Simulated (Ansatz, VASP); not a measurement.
One calculation of Si, two programs

```
Si
1.0
     0.00000    2.71048    2.71048
     2.71048    0.00000    2.71048
     2.71048    2.71048    0.00000
Si
2
Direct
  0.75000 0.75000 0.75000
  0.50000 0.50000 0.50000
```

Alike in both runs: functional PBE; dispersion D3(BJ); k mesh 10 × 10 × 10; occupations gaussian, width 0.02 eV; no spin polarisation.

Ansatz relaxed the structure, and its values are those at the end. VASP's run is a single point on that final structure, the one shown.

|  | VASP | Ansatz |
| --- | --- | --- |
| version | VASP 6.6.1 | Ansatz 0.2.0 |
| potentials or method | VASP PAW PBE potentials, release 64 (Si) | scalar-relativistic, plane waves, PAW |
| plane-wave cutoff (eV) | 520 | 420 |
| valence electrons in the cell | 8 | 8 |

|  | VASP | Ansatz | Ansatz less VASP |
| --- | --- | --- | --- |
| gap on the k mesh at the Fermi level (eV) | 0.57 | 0.57 | -0.002 |
| least direct gap on the mesh (eV) | 2.57 | 2.56 | -0.005 |
| pressure (GPa) | -0.1 | 0.0 | +0.08 |

With one functional, cell and mesh, what is left measures potentials, basis and numerics.

A k mesh can miss the band edges.
